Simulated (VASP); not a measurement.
A run of VASP 6.6.1 is set up as follows.

The input INCAR:

```
SYSTEM = BAs
  ALGO = Normal
  EDIFF = 1E-6
  ENCUT = 520
  GGA = PE
  ISIF = 2
  ISMEAR = 0
  LASPH = .True.
  LCHARG = .False.
  LREAL = .False.
  LWAVE = .False.
  NBANDS = 26
  NELM = 100
  PREC = Accurate
  SIGMA = 0.1
```

File KPOINTS:

```
k-points
0
Gamma
  4 4 4
  0 0 0
```

POSCAR

```
BAs
1.0
   -3.1858916100      3.1858916100      3.1858916100
    3.1858916100     -3.1858916100      3.1858916100
    3.1858916100      3.1858916100     -3.1858916100
B As
4 4
Direct
    0.3171980400      0.3171980400      0.3171980400
    0.0000000000      0.0000000000      0.6828019600
    0.0000000000      0.6828019600      0.0000000000
    0.6828019600      0.0000000000      0.0000000000
    0.6828019600      0.6828019600      0.6828019600
    0.0000000000      0.0000000000      0.3171980400
    0.0000000000      0.3171980400      0.0000000000
    0.3171980400      0.0000000000      0.0000000000
```

Potentials or basis: VASP PAW PBE potentials, release 64 (B, As).

The run is started by

```bash
$ cat potpaw_PBE.64/B/POTCAR potpaw_PBE.64/As/POTCAR > POTCAR
$ mpirun -np 1 vasp_std > vasp.out
```

Q: What does it give for the band gap on the k mesh?

A: 0.53 eV, indirect (least direct gap 0.68 eV).

Q: Predict the largest force.

A: 2.844 eV/Å.

Q: Estimate the pressure.

A: 15.2 GPa.

Forces in eV/Å, atoms in the order of the input:
```
B    0.864  0.864  0.864
B   -0.864 -0.864  0.864
B   -0.864  0.864 -0.864
B    0.864 -0.864 -0.864
As  -1.642 -1.642 -1.642
As   1.642  1.642 -1.642
As   1.642 -1.642  1.642
As  -1.642  1.642  1.642
```

Caveat: so large a pressure means that the cell lies far from this level's equilibrium, or that cutoff or potentials fall short; forces of over 1 eV/Å show positions far from the minimum, so gaps and moduli don't describe the material at rest. As with any semilocal functional, this PBE gap is likely too small.
